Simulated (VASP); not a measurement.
# AlP (F-43m) in VASP: single point with LDA

Aim: the single point of AlP with LDA.

Everything below comes from runs of VASP 6.6.1. Logs are shortened: lines on timing, memory, paths and dates and some standing lists are left out, and cuts for length are marked.

**Measured values to compare with.**

A printed reference work, data compilation reports, for a bulk crystal of AlP at 4.2 K: band gap 2.505 eV (indirect).

How close the calculation comes is told below.

**1. The cell of the first run**

The structure is cubic, space group F-43m (No. 216). The conventional cell has a = 5.451 Å, b = 5.451 Å, c = 5.451 Å, α = 90.00°, β = 90.00°, γ = 90.00°. Al (site symmetry -43m) has 4 P at 2.36 Å within 3.1 Å. Within 3.1 Å of P (site symmetry -43m) lie 4 Al at 2.36 Å.

**2. Single point, LDA**

Contents of INCAR:

```
ALGO = Normal
EDIFF = 1E-6
ENCUT = 500
GGA_COMPAT = False
ISIF = 2
ISMEAR = 0
LASPH = True
LCHARG = True
LELF = True
LREAL = False
LVHAR = True
LWAVE = False
NBANDS = 11
NELM = 120
PREC = Accurate
SIGMA = 0.01
```

Contents of KPOINTS:

```
k-points
0
Gamma
  6 6 6
```

Contents of POSCAR:

```
AlP
1.0
    0.0000000000      2.7255000000      2.7255000000
    2.7255000000      0.0000000000      2.7255000000
    2.7255000000      2.7255000000      0.0000000000
Al P
1 1
Direct
    0.0000000000      0.0000000000      0.0000000000
    0.2500000000      0.2500000000      0.2500000000
```

Potentials or basis: VASP PAW LDA potentials, release 64 (Al, P).

Run with:

```bash
cat potpaw_LDA.64/Al/POTCAR potpaw_LDA.64/P/POTCAR > POTCAR
mpirun -np 1 vasp_std > vasp.out
```

OUTCAR:

```text
EDIFF = 1E-6
   ENCUT = 500
   ISIF = 2
   ISMEAR = 0
   LASPH = True
   LREAL = False
   NELM = 120
   PREC = Accurate

 ion  position               nearest neighbor table
   1  0.000  0.000  0.000-   2 2.36   2 2.36   2 2.36   2 2.36
   2  0.250  0.250  0.250-   1 2.36   1 2.36   1 2.36   1 2.36

  LATTYP: Found a face centered cubic cell.
 ALAT       =     5.4510000000

  Lattice vectors:

 A1 = (   0.0000000000,   2.7255000000,   2.7255000000)
 A2 = (   2.7255000000,   0.0000000000,   2.7255000000)
 A3 = (   2.7255000000,   2.7255000000,   0.0000000000)

Analysis of symmetry for initial positions (statically):
=====================================================================
 Subroutine PRICEL returns:
 Original cell was already a primitive cell.

 Routine SETGRP: Setting up the symmetry group for a
 face centered cubic supercell.

 Subroutine GETGRP returns: Found 24 space group operations
 (whereof 24 operations were pure point group operations)
 out of a pool of 48 trial point group operations.

The static configuration has the point symmetry T_d .

Analysis of symmetry for dynamics (positions and initial velocities):
=====================================================================
 Subroutine PRICEL returns:
 Original cell was already a primitive cell.

 Routine SETGRP: Setting up the symmetry group for a
 face centered cubic supercell.

 Subroutine GETGRP returns: Found 24 space group operations
 (whereof 24 operations were pure point group operations)
 out of a pool of 48 trial point group operations.

The dynamic configuration has the point symmetry T_d .

 Subroutine INISYM returns: Found 24 space group operations
 (whereof 24 operations are pure point group operations),
 and found     1 'primitive' translations

----------------------------------------------------------------------------------------

                                     Primitive cell

  volume of cell :      40.4919

  direct lattice vectors                    reciprocal lattice vectors
     0.000000000  2.725500000  2.725500000    -0.183452578  0.183452578  0.183452578
     2.725500000  0.000000000  2.725500000     0.183452578 -0.183452578  0.183452578
     2.725500000  2.725500000  0.000000000     0.183452578  0.183452578 -0.183452578

  length of vectors
     3.854439064  3.854439064  3.854439064     0.317749185  0.317749185  0.317749185

  position of ions in fractional coordinates (direct lattice)
     0.000000000  0.000000000  0.000000000
     0.250000000  0.250000000  0.250000000

  ion indices of the primitive-cell ions
   primitive index   ion index
                 1           1
                 2           2

----------------------------------------------------------------------------------------

 KPOINTS: k-points

Automatic generation of k-mesh.
 Grid dimensions read from file:
 generate k-points for:    6    6    6

 Generating k-lattice:

  Cartesian coordinates                     Fractional coordinates (reciprocal lattice)
    -0.030575430  0.030575430  0.030575430     0.166666667  0.000000000  0.000000000
     0.030575430 -0.030575430  0.030575430     0.000000000  0.166666667  0.000000000
     0.030575430  0.030575430 -0.030575430     0.000000000  0.000000000  0.166666667

  Length of vectors
     0.052958198  0.052958198  0.052958198

  Shift w.r.t. Gamma in fractional coordinates (k-lattice)
     0.000000000  0.000000000  0.000000000

 Subroutine IBZKPT returns following result:
 ===========================================

 Found     16 irreducible k-points:

 Following reciprocal coordinates:
            Coordinates               Weight
  0.000000  0.000000  0.000000      1.000000
  0.166667  0.000000  0.000000      8.000000
  0.333333  0.000000  0.000000      8.000000
  0.500000  0.000000  0.000000      4.000000
  0.166667  0.166667  0.000000      6.000000
  0.333333  0.166667  0.000000     24.000000
[... 8 lines left out ...]
 -0.333333  0.333333  0.166667     24.000000
 -0.333333  0.500000  0.166667     12.000000
   k-points           NKPTS =     16   k-points in BZ     NKDIM =     16   number of bands    NBANDS=     11
   number of dos      NEDOS =    301   number of ions     NIONS =      2
   total plane-waves  NPLWV =  21952
   dimension x,y,z NGX =    28 NGY =   28 NGZ =   28
   dimension x,y,z NGXF=    56 NGYF=   56 NGZF=   56
   ions per type =               1   1
   NGX,Y,Z   is equivalent  to a cutoff of  12.08, 12.08, 12.08 a.u.
   NGXF,Y,Z  is equivalent  to a cutoff of  24.15, 24.15, 24.15 a.u.
 SYSTEM =  unknown system
   PREC   = accura    normal or accurate (medium, high low for compatibility)
   ISTART =      0    job   : 0-new  1-cont  2-samecut
   ICHARG =      2    charge: 1-file 2-atom 10-const
   ISPIN  =      1    spin polarized calculation?
   LNONCOLLINEAR =      F non collinear calculations
   LSORBIT =      F    spin-orbit coupling
   LASPH  =      T    aspherical Exc in radial PAW
   ENCUT  =  500.0 eV  36.75 Ry    6.06 a.u.   7.03  7.03  7.03*2*pi/ulx,y,z
   NELM   =    120;   NELMIN=  2; NELMDL= -5     # of ELM steps
   EDIFF  = 0.1E-05   stopping-criterion for ELM
   LREAL  =      F    real-space projection
   EDIFFG = 0.1E-04   stopping-criterion for IOM
   NSW    =      0    number of steps for IOM
   IBRION =     -1    ionic relax: 0-MD 1-quasi-New 2-CG
   NFREE  =      0    steps in history (QN), initial steepest desc. (CG)
   ISIF   =      2    stress and relaxation
   ISYM   =      2    0-nonsym 1-usesym 2-fastsym
   POTIM  = 0.5000    time-step for ionic-motion
   TEBEG  =    0.0;   TEEND  =   0.0 temperature during run
   PSTRESS=    0.0 pullay stress
   NELECT =       8.0000    total number of electrons
   NUPDOWN=      -1.0000    fix difference up-down
   EMIN   =  10.00;   EMAX   =-10.00  energy-range for DOS
   EFERMI =   0.00;   METHOD = LEGACY
   ISMEAR =     0;   SIGMA  =   0.01  broadening in eV -4-tet -1-fermi 0-gaus
   EFERMI_NEDOS =   21; number of points for ismear=-14 and -15
   IALGO  =     38    algorithm
   IMIX   =      4    mixing-type and parameters
     AMIX     =   0.40;   BMIX     =  1.00
     AMIX_MAG =   1.60;   BMIX_MAG =  1.00
  volume/ion in A,a.u.               =      20.25       136.63
  Fermi-wavevector in a.u.,A,eV,Ry     =   0.953488  1.801831 12.369596  0.909140
  Thomas-Fermi vector in A             =   2.082148
   LORBIT       =      0    0 simple, 1 ext, 2 COOP (PROOUT), +10 PAW based schemes
   GGA     = CA    functional components
   LHFCALC =     F    Hartree Fock is set to
   AEXX    =    0.0000 exact exchange contribution
   IVDW    =     0    specifies the selected vdW correction
   LEPSILON=     F    determine dielectric tensor
   LRPA    =     F    only Hartree local field effects (RPA)
 non-spin polarized calculation
 Gauss-broadening in eV      SIGMA  =   0.01
  energy-cutoff  :      500.00
  volume of cell :       40.49
 maximum number of plane-waves:      1056
   NGX = 13   NGY = 13   NGZ = 13

 number of electron       8.0000000 magnetization

 Free energy of the ion-electron system (eV)
  ---------------------------------------------------
  ext. energy  EPLUGINS =         0.00000000
  ---------------------------------------------------
  free energy    TOTEN  =       -11.40286686 eV

  energy without entropy =      -11.40286686  energy(sigma->0) =      -11.40286686

 E-fermi :   4.5600     XC(G=0):  -9.4667

 val. band max:        4.5009444060   @ k =   0.0000   0.0000   0.0000
 cond. band min:       5.9287169263   @ k =   0.5000   0.5000   0.0000
 fundamental gap:      1.4277725204
 Fermi energy:         4.5600046568

 k-point     1 :       0.0000    0.0000    0.0000
  band No.  band energies     occupation
      1      -7.0338      2.00000
      2       4.5009      2.00000
      3       4.5009      2.00000
      4       4.5009      2.00000
      5       7.6600      0.00000
      6       8.9766      0.00000
      7       8.9766      0.00000
      8       8.9766      0.00000
      9      13.3163      0.00000
     10      13.3163      0.00000
     11      14.5137      0.00000

 k-point     2 :       0.1667    0.0000    0.0000
  band No.  band energies     occupation
      1      -6.7271      2.00000
      2       2.5957      2.00000
      3       4.2544      2.00000
      4       4.2544      2.00000
      5       8.0044      0.00000
      6       9.4140      0.00000
      7       9.4140      0.00000
      8      10.0543      0.00000
      9      12.6428      0.00000
     10      12.6428      0.00000
     11      15.1310      0.00000

 k-point     3 :       0.3333    0.0000    0.0000
  band No.  band energies     occupation
      1      -5.9251      2.00000
      2       0.1054      2.00000
      3       3.8796      2.00000
      4       3.8796      2.00000
      5       7.4239      0.00000
      6       9.4621      0.00000
      7       9.4621      0.00000
      8      12.2826      0.00000
      9      13.5711      0.00000
     10      13.5711      0.00000
     11      14.6208      0.00000

 k-point     4 :       0.5000    0.0000    0.0000
  band No.  band energies     occupation
      1      -5.3231      2.00000
      2      -1.1047      2.00000
      3       3.7292      2.00000
      4       3.7292      2.00000
      5       7.1832      0.00000
      6       9.2300      0.00000
      7       9.2300      0.00000
      8      12.5790      0.00000
      9      16.0197      0.00000
     10      16.0197      0.00000
     11      16.1262      0.00000
[... 127 lines left out ...]
 k-point    14 :       0.5000    0.3333    0.1667
  band No.  band energies     occupation
      1      -5.2884      2.00000
      2       0.0284      2.00000
      3       1.7745      2.00000
      4       2.8797      2.00000
      5       8.2452      0.00000
      6       9.2292      0.00000
      7       9.8984      0.00000
      8      12.6341      0.00000
      9      13.7758      0.00000
     10      15.8733      0.00000
     11      17.8172      0.00000

 k-point    15 :      -0.3333    0.3333    0.1667
  band No.  band energies     occupation
      1      -4.8147      2.00000
      2      -0.5507      2.00000
      3       1.3137      2.00000
      4       2.4796      2.00000
      5       8.4433      0.00000
      6       9.3616      0.00000
      7      11.3003      0.00000
      8      12.0581      0.00000
      9      13.2883      0.00000
     10      16.3272      0.00000
     11      17.3616      0.00000

 k-point    16 :      -0.3333    0.5000    0.1667
  band No.  band energies     occupation
      1      -4.6081      2.00000
      2      -0.5992      2.00000
      3       1.5374      2.00000
      4       1.7797      2.00000
      5       7.7000      0.00000
      6       8.7017      0.00000
      7      12.0519      0.00000
      8      12.4137      0.00000
      9      15.6052      0.00000
     10      16.4326      0.00000
     11      17.6463      0.00000

------------------------ aborting loop because EDIFF is reached ----------------------------------------

  FORCE on cell =-STRESS in cart. coord.  units (eV):
  Direction    XX          YY          ZZ          XY          YZ          ZX
  --------------------------------------------------------------------------------------
  -------------------------------------------------------------------------------------
  Total       -0.1885695     -0.1885695     -0.1885695      0.0000000      0.0000000      0.0000000
  in kB       -7.4612819     -7.4612819     -7.4612819      0.0000000      0.0000000      0.0000000
  external PRESSURE =      -7.4612819 kB  Pullay stress =       0.0000000 kB

 VOLUME and BASIS-vectors are now :
 -----------------------------------------------------------------------------
  energy-cutoff  :      500.00
  volume of cell :       40.49
      direct lattice vectors                 reciprocal lattice vectors
     0.000000000  2.725500000  2.725500000    -0.183452578  0.183452578  0.183452578
     2.725500000  0.000000000  2.725500000     0.183452578 -0.183452578  0.183452578
     2.725500000  2.725500000  0.000000000     0.183452578  0.183452578 -0.183452578

 POSITION                                       TOTAL-FORCE (eV/Angst)
 -----------------------------------------------------------------------------------
      0.00000      0.00000      0.00000        -0.000000     -0.000000     -0.000000
      1.36275      1.36275      1.36275         0.000000      0.000000      0.000000
 -----------------------------------------------------------------------------------
    total drift:                               -0.000000     -0.000000     -0.000000

  FREE ENERGIE OF THE ION-ELECTRON SYSTEM (eV)
  ---------------------------------------------------
  free  energy   TOTEN  =       -11.4028668648 eV

  energy  without entropy=      -11.4028668648  energy(sigma->0) =      -11.40286686
```

It used 8.3 s of CPU time on 1 thread of AMD EPYC 7R13 Processor (Zen 3), on a shared host.

What came out:

- Free energy: -11.4029 eV
- Pressure: -0.7 GPa
- Band gap on the k mesh: 1.43 eV, indirect (least direct gap 3.16 eV)

**3. How close it comes**

Step 2. A measured gap of AlP is 2.505 eV (indirect; 4.2 K; a printed reference work, data compilation); the calculated 1.43 eV misses it by -1.08 eV. The value is that of LDA on a finite k mesh, which can miss the band edges, without temperature or zero-point motion. Semilocal functionals fall short of measured gaps as a rule.
